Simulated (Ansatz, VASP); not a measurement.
## SiC in VASP and in Ansatz

File INCAR:

```
SYSTEM = SiC
PREC     = Accurate       ! precision mode
ENCUT    = 520            ! plane-wave cutoff, eV
EDIFF    = 1E-6           ! SCF threshold, eV
ISMEAR   = -1             ! smearing method
SIGMA    = 0.05           ! smearing width, eV
LREAL    = .FALSE.        ! projectors in reciprocal space
LASPH    = .TRUE.         ! aspherical terms in the spheres
NELM     = 60             ! most SCF steps
ALGO     = Normal         ! electronic algorithm
ISIF     = 2              ! what is computed and relaxed
LWAVE    = .FALSE.        ! write WAVECAR
LCHARG   = .FALSE.        ! write CHGCAR
GGA      = PE             ! functional
NBANDS   = 11             ! bands
```

The input KPOINTS:

```
regular mesh
0
G
  15 15 15
  0 0 0
```

The input POSCAR:

```
SiC
1.0
    0.0000000000      2.1451539168      2.1451539168
    2.1451539168      0.0000000000      2.1451539168
    2.1451539168      2.1451539168      0.0000000000
Si C
1 1
Direct
    0.0000000000      0.0000000000      0.0000000000
    0.2500000000      0.2500000000      0.2500000000
```

Input for Ansatz:

```yaml
crystal:
  lattice:
    - [0.0, 2.1451539168, 2.1451539168]
    - [2.1451539168, 0.0, 2.1451539168]
    - [2.1451539168, 2.1451539168, 0.0]
  atoms:
    - { symbol: Si, position: [0.0, 0.0, 0.0] }
    - { symbol: C, position: [0.25, 0.25, 0.25] }
kpoints:
  mp_grid: { grid: [15, 15, 15] }
scf:
  occupations: { method: fermi_dirac, width: 0.05 }
hamiltonian:
  xc: pbe
  pseudopotentials: { kind: all_electron, lapw: { basis_error: 0.001 } }
output:
  forces: true
  stress: true
  eigenvalues: true
  populations: true
```

Change from the starting cell: volume scaled by 0.94, LAPW.

Alike in both runs: task single point; functional PBE; k mesh 15 × 15 × 15; occupations fermi-dirac, width 0.05 eV; no spin polarisation.

|  | VASP | Ansatz |
| --- | --- | --- |
| version | VASP 6.6.1 | Ansatz 0.2.0 |
| potentials or method | VASP PAW PBE potentials, release 64 (Si, C) | all-electron LAPW, scalar-relativistic |
| plane-wave cutoff (eV) | 520 | see its input |

```tsv
	VASP	Ansatz	Ansatz less VASP
pressure (GPa)	14.8	14.8	+0.07
```

Ansatz ran all-electron here, so the differences hold the error of VASP's frozen core and of both bases.

Caveats: an odd mesh through Γ misses points on the zone boundary, where band edges often lie.
